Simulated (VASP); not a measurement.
# Mg2Si (Fm-3m) in VASP: a series of runs

One crystal, Mg2Si, is run at these levels: LDA, PBE; tasks: phonons, dielectric tensor.

Program: VASP 6.6.1. These are calculated values, not measurements. Logs are shortened: lines on timing, memory, paths and dates and some standing lists are left out, and cuts for length are marked.

## Step 1: The structure

It takes space group Fm-3m (No. 225, cubic). Conventional cell: a = 6.250 Å, b = 6.250 Å, c = 6.250 Å, α = 90.00°, β = 90.00°, γ = 90.00°. Mg (site symmetry -43m) is surrounded by 4 Si at 2.71 Å. Si (site symmetry m-3m) is surrounded by 8 Mg at 2.71 Å.

## Step 2: Phonons, LDA

POSCAR

```
Mg2Si
1.0
    0.0000000000      3.1252118611      3.1252118611
    3.1252118611      0.0000000000      3.1252118611
    3.1252118611      3.1252118611      0.0000000000
  Mg              Si
     2     1
Direct
     0.2500000000000000    0.2500000000000000    0.2500000000000000
     0.7500000000000000    0.7500000000000000    0.7500000000000000
     0.0000000000000000    0.0000000000000000    0.0000000000000000
```

INCAR.step1

```
SYSTEM = Mg2Si
PREC = Accurate
ENCUT = 600
EDIFF = 1E-8
ISMEAR = 0
SIGMA = 0.03
LREAL = .False.
LASPH = .True.
NELM = 80
ALGO = Normal
ISIF = 3
LWAVE = .False.
LCHARG = .False.
GGA = CA
KPAR = 2
IBRION = 2
NSW = 40
EDIFFG = -0.002
```

INCAR.step2

```
SYSTEM = Mg2Si
PREC = Accurate
ENCUT = 600
EDIFF = 1E-8
ISMEAR = 0
SIGMA = 0.03
LREAL = .False.
LASPH = .True.
NELM = 80
ALGO = Normal
ISIF = 2
LWAVE = .False.
LCHARG = .False.
GGA = CA
KPAR = 2
IBRION = 6
NFREE = 2
POTIM = 0.015
NSW = 1
```

KPOINTS

```
regular mesh
0
Gamma
  10 10 10
  0 0 0
```

Potentials or basis: VASP PAW LDA potentials, release 64 (Mg, Si).

Launch:

```bash
> cat potpaw_LDA.64/Mg/POTCAR potpaw_LDA.64/Si/POTCAR > POTCAR
> cp INCAR.step1 INCAR
> mpirun -np 2 vasp_std > vasp.out
> cp CONTCAR POSCAR
> cp INCAR.step2 INCAR
> mpirun -np 2 vasp_std > vasp.out
```

OUTCAR:

```text
SYSTEM = Mg2Si
   PREC = Accurate
   ENCUT = 600
   EDIFF = 1E-8
   ISMEAR = 0
   LREAL = .False.
   LASPH = .True.
   NELM = 80
   ISIF = 2
   GGA = CA
   IBRION = 6
   NFREE = 2
   POTIM = 0.015
   NSW = 1

 ion  position               nearest neighbor table
   1  0.250  0.250  0.250-   3 2.71   3 2.71   3 2.71   3 2.71   2 3.13   2 3.13   2 3.13   2 3.13
                             2 3.13   2 3.13
   2  0.750  0.750  0.750-   3 2.71   3 2.71   3 2.71   3 2.71   1 3.13   1 3.13   1 3.13   1 3.13
                             1 3.13   1 3.13
   3  0.000  0.000  0.000-   2 2.71   2 2.71   2 2.71   1 2.71   1 2.71   1 2.71   2 2.71   1 2.71

  LATTYP: Found a face centered cubic cell.
 ALAT       =     6.2504237222

  Lattice vectors:

 A1 = (   0.0000000000,   3.1252118611,   3.1252118611)
 A2 = (   3.1252118611,   0.0000000000,   3.1252118611)
 A3 = (   3.1252118611,   3.1252118611,   0.0000000000)

Analysis of symmetry for initial positions (statically):
=====================================================================
 Subroutine PRICEL returns:
 Original cell was already a primitive cell.

 Routine SETGRP: Setting up the symmetry group for a
 face centered cubic supercell.

 Subroutine GETGRP returns: Found 48 space group operations
 (whereof 48 operations were pure point group operations)
 out of a pool of 48 trial point group operations.

The static configuration has the point symmetry O_h .

Analysis of symmetry for dynamics (positions and initial velocities):
=====================================================================
 Subroutine PRICEL returns:
 Original cell was already a primitive cell.

 Routine SETGRP: Setting up the symmetry group for a
 face centered cubic supercell.

 Subroutine GETGRP returns: Found 48 space group operations
 (whereof 48 operations were pure point group operations)
 out of a pool of 48 trial point group operations.

The dynamic configuration has the point symmetry O_h .

 Subroutine INISYM returns: Found 48 space group operations
 (whereof 48 operations are pure point group operations),
 and found     1 'primitive' translations

----------------------------------------------------------------------------------------

                                     Primitive cell

  volume of cell :      61.0476

  direct lattice vectors                    reciprocal lattice vectors
     0.000000000  3.125211861  3.125211861    -0.159989153  0.159989153  0.159989153
     3.125211861  0.000000000  3.125211861     0.159989153 -0.159989153  0.159989153
     3.125211861  3.125211861  0.000000000     0.159989153  0.159989153 -0.159989153

  length of vectors
     4.419716999  4.419716999  4.419716999     0.277109342  0.277109342  0.277109342

  position of ions in fractional coordinates (direct lattice)
     0.250000000  0.250000000  0.250000000
     0.750000000  0.750000000  0.750000000
     0.000000000  0.000000000  0.000000000

  ion indices of the primitive-cell ions
   primitive index   ion index
                 1           1
                 2           2
                 3           3

----------------------------------------------------------------------------------------

 KPOINTS: regular mesh

Automatic generation of k-mesh.
 Grid dimensions read from file:
 generate k-points for:   10   10   10

 Generating k-lattice:

  Cartesian coordinates                     Fractional coordinates (reciprocal lattice)
    -0.015998915  0.015998915  0.015998915     0.100000000  0.000000000  0.000000000
     0.015998915 -0.015998915  0.015998915     0.000000000  0.100000000  0.000000000
     0.015998915  0.015998915 -0.015998915     0.000000000  0.000000000  0.100000000

  Length of vectors
     0.027710934  0.027710934  0.027710934

  Shift w.r.t. Gamma in fractional coordinates (k-lattice)
     0.000000000  0.000000000  0.000000000

 Subroutine IBZKPT returns following result:
 ===========================================

 Found     47 irreducible k-points:

 Following reciprocal coordinates:
            Coordinates               Weight
  0.000000  0.000000  0.000000      1.000000
  0.100000  0.000000  0.000000      8.000000
  0.200000  0.000000  0.000000      8.000000
  0.300000  0.000000  0.000000      8.000000
  0.400000  0.000000  0.000000      8.000000
  0.500000  0.000000  0.000000      4.000000
[... 16 lines left out ...]
  0.300000  0.300000  0.000000      6.000000
  0.400000  0.300000  0.000000     24.000000
 [... further k-points ...]
   k-points           NKPTS =     47   k-points in BZ     NKDIM =     47   number of bands    NBANDS=      8
   number of dos      NEDOS =    301   number of ions     NIONS =      3
   total plane-waves  NPLWV =  46656
   dimension x,y,z NGX =    36 NGY =   36 NGZ =   36
   dimension x,y,z NGXF=    72 NGYF=   72 NGZF=   72
   ions per type =               2   1
   NGX,Y,Z   is equivalent  to a cutoff of  13.54, 13.54, 13.54 a.u.
   NGXF,Y,Z  is equivalent  to a cutoff of  27.08, 27.08, 27.08 a.u.
 SYSTEM =  Mg2Si
   PREC   = accura    normal or accurate (medium, high low for compatibility)
   ISTART =      0    job   : 0-new  1-cont  2-samecut
   ICHARG =      2    charge: 1-file 2-atom 10-const
   ISPIN  =      1    spin polarized calculation?
   LNONCOLLINEAR =      F non collinear calculations
   LSORBIT =      F    spin-orbit coupling
   LASPH  =      T    aspherical Exc in radial PAW
   ENCUT  =  600.0 eV  44.10 Ry    6.64 a.u.   8.83  8.83  8.83*2*pi/ulx,y,z
   NELM   =     80;   NELMIN=  2; NELMDL=  0     # of ELM steps
   EDIFF  = 0.1E-07   stopping-criterion for ELM
   LREAL  =      F    real-space projection
   EDIFFG = 0.1E-06   stopping-criterion for IOM
   NSW    =     73    number of steps for IOM
   IBRION =      6    ionic relax: 0-MD 1-quasi-New 2-CG
   NFREE  =      2    steps in history (QN), initial steepest desc. (CG)
   ISIF   =      2    stress and relaxation
   ISYM   =      2    0-nonsym 1-usesym 2-fastsym
   POTIM  = 0.0150    time-step for ionic-motion
   TEBEG  =    0.0;   TEEND  =   0.0 temperature during run
   PSTRESS=    0.0 pullay stress
   NELECT =       8.0000    total number of electrons
   NUPDOWN=      -1.0000    fix difference up-down
   EMIN   =  10.00;   EMAX   =-10.00  energy-range for DOS
   EFERMI =   0.00;   METHOD = LEGACY
   ISMEAR =     0;   SIGMA  =   0.03  broadening in eV -4-tet -1-fermi 0-gaus
   EFERMI_NEDOS =   21; number of points for ismear=-14 and -15
   IALGO  =     38    algorithm
   IMIX   =      4    mixing-type and parameters
     AMIX     =   0.40;   BMIX     =  1.00
     AMIX_MAG =   1.60;   BMIX_MAG =  1.00
  volume/ion in A,a.u.               =      20.35       137.32
  Fermi-wavevector in a.u.,A,eV,Ry     =   0.831538  1.571379  9.407819  0.691455
  Thomas-Fermi vector in A             =   1.944442
   LORBIT       =      0    0 simple, 1 ext, 2 COOP (PROOUT), +10 PAW based schemes
   GGA     = CA    functional components
   LHFCALC =     F    Hartree Fock is set to
   AEXX    =    0.0000 exact exchange contribution
   IVDW    =     0    specifies the selected vdW correction
   LEPSILON=     F    determine dielectric tensor
   LRPA    =     F    only Hartree local field effects (RPA)
 finite differences with symmetry
 non-spin polarized calculation
 Gauss-broadening in eV      SIGMA  =   0.03
  energy-cutoff  :      600.00
  volume of cell :       61.05
 maximum number of plane-waves:      2085
   NGX = 17   NGY = 17   NGZ = 17

--------------------------------------- Ionic step        1  -------------------------------------------

 number of electron       8.0000000 magnetization

 Free energy of the ion-electron system (eV)
  ---------------------------------------------------
  ext. energy  EPLUGINS =         0.00000000
  ---------------------------------------------------
  free energy    TOTEN  =       -10.13311707 eV

  energy without entropy =      -10.13311271  energy(sigma->0) =      -10.13311489

------------------------ aborting loop because EDIFF is reached ----------------------------------------

  FORCE on cell =-STRESS in cart. coord.  units (eV):
  Direction    XX          YY          ZZ          XY          YZ          ZX
  --------------------------------------------------------------------------------------
  -------------------------------------------------------------------------------------
  Total       -0.0008970     -0.0008970     -0.0008970      0.0000000      0.0000000     -0.0000000
  in kB       -0.0235416     -0.0235416     -0.0235416      0.0000000      0.0000000     -0.0000000
  external PRESSURE =      -0.0235416 kB  Pullay stress =       0.0000000 kB
[... 133 lines left out ...]
  energy  without entropy=      -10.1324905928  energy(sigma->0) =      -10.13249276

--------------------------------------- Ionic step        5  -------------------------------------------

 number of electron       8.0000000 magnetization

 Free energy of the ion-electron system (eV)
  ---------------------------------------------------
  ext. energy  EPLUGINS =         0.00000000
  ---------------------------------------------------
  free energy    TOTEN  =       -10.13249494 eV

  energy without entropy =      -10.13249060  energy(sigma->0) =      -10.13249277

 E-fermi :   3.8395     XC(G=0):  -9.1479

 val. band max:        3.7865156929   @ k =   0.0000   0.0000   0.0000
 cond. band min:       3.8927011057   @ k =   0.5000   0.5000   0.0000
 fundamental gap:      0.1061854128
 Fermi energy:         3.8394779240

 k-point     1 :       0.0000    0.0000    0.0000
  band No.  band energies     occupation
      1      -5.5438      2.00000
      2       3.7861      1.98821
      3       3.7861      1.98821
      4       3.7865      1.98746
      5       5.8198      0.00000
      6       6.3594      0.00000
      7       6.3597      0.00000
      8       6.3597      0.00000
[... 243 lines left out ...]
 k-point    24 :       0.4000    0.3000    0.0000
  band No.  band energies     occupation
      1      -4.0996      2.00000
      2       0.1365      2.00000
      3       1.6960      2.00000
      4       2.0833      2.00000
      5       4.5476      0.00000
      6       5.0952      0.00000
      7       9.3757      0.00000
      8       9.4387      0.00000

 [... further k-points ...]

------------------------ aborting loop because EDIFF is reached ----------------------------------------

  FORCE on cell =-STRESS in cart. coord.  units (eV):
  Direction    XX          YY          ZZ          XY          YZ          ZX
  --------------------------------------------------------------------------------------
  -------------------------------------------------------------------------------------
  Total       -0.0001227      0.0012814      0.0012814      0.0000000      0.0000000      0.0000000
  in kB       -0.0032207      0.0336301      0.0336301      0.0000000      0.0000000      0.0000000
  external PRESSURE =       0.0213465 kB  Pullay stress =       0.0000000 kB
[... 18 lines left out ...]
  FREE ENERGIE OF THE ION-ELECTRON SYSTEM (eV)
  ---------------------------------------------------
  free  energy   TOTEN  =       -10.1324949356 eV

  energy  without entropy=      -10.1324905954  energy(sigma->0) =      -10.13249277

 INTERNAL STRAIN TENSORS FROM DISPLACED ATOMS
 ============================================

 INTERNAL STRAIN TENSOR FOR ION    1 for displacements in x,y,z  (eV/Angst):
          X           Y           Z          XY          YZ          ZX
  --------------------------------------------------------------------------------
  x    -0.00000     0.00000     0.00000     0.00000    -1.98563     0.00000
  y    -0.00000    -0.00000    -0.00000     0.00000     0.00000    -1.98563
  z     0.00000     0.00000    -0.00000    -1.98563     0.00000     0.00000

 INTERNAL STRAIN TENSOR FOR ION    3 for displacements in x,y,z  (eV/Angst):
          X           Y           Z          XY          YZ          ZX
  --------------------------------------------------------------------------------
  x     0.00000     0.00000     0.00000     0.00000     0.00000     0.00000
  y     0.00000     0.00000     0.00000     0.00000     0.00000     0.00000
  z     0.00000     0.00000     0.00000     0.00000     0.00000     0.00000

 Eigenvectors and eigenvalues of the dynamical matrix
 ----------------------------------------------------

   1 f  =    8.712019 THz    54.739229 2PiTHz  290.601669 cm-1    36.029999 meV
             X         Y         Z           dx          dy          dz
      1.562606  1.562606  1.562606     0.000000    0.427890    0.000000
      4.687818  4.687818  4.687818    -0.000000    0.427890   -0.000000
      0.000000  0.000000  0.000000     0.000000   -0.796129    0.000000

   2 f  =    8.712019 THz    54.739229 2PiTHz  290.601669 cm-1    36.029999 meV
             X         Y         Z           dx          dy          dz
      1.562606  1.562606  1.562606    -0.427890    0.000000    0.000000
      4.687818  4.687818  4.687818    -0.427890    0.000000    0.000000
      0.000000  0.000000  0.000000     0.796129    0.000000    0.000000
[... 37 lines left out ...]
   9 f/i=    0.000108 THz     0.000676 2PiTHz    0.003591 cm-1     0.000445 meV
             X         Y         Z           dx          dy          dz
      1.562606  1.562606  1.562606     0.000000   -0.562948   -0.000000
      4.687818  4.687818  4.687818    -0.000000   -0.562948    0.000000
      0.000000  0.000000  0.000000     0.000000   -0.605127    0.000000

 ELASTIC MODULI CONTR FROM IONIC RELAXATION (kBar)
 Direction    XX          YY          ZZ          XY          YZ          ZX
 --------------------------------------------------------------------------------
 XX          -0.0000      0.0000     -0.0000     -0.0000     -0.0000     -0.0000
 YY           0.0000     -0.0000     -0.0000     -0.0000      0.0000     -0.0000
 ZZ          -0.0000     -0.0000     -0.0000     -0.0000      0.0000     -0.0000
 XY          -0.0000     -0.0000     -0.0000    -32.7753      0.0000     -0.0000
 YZ          -0.0000      0.0000      0.0000      0.0000    -32.7753     -0.0000
 ZX          -0.0000     -0.0000     -0.0000     -0.0000     -0.0000    -32.7753
 --------------------------------------------------------------------------------
```

Wall time 51 s (2 MPI ranks of Intel Xeon 6975P-C (Granite Rapids), shared host); peak memory 0.32 GiB.

Results:

| Property | Result |
| --- | --- |
| Highest phonon frequency at Γ, LO-TO splitting left out | 291 cm⁻¹ |

Phonon frequencies in cm⁻¹ (negative: imaginary):
```tsv
q point	frequencies
(0.000, 0.000, 0.000)	0 0 0 266 266 266 291 291 291
```

[end of part 1 of 3]
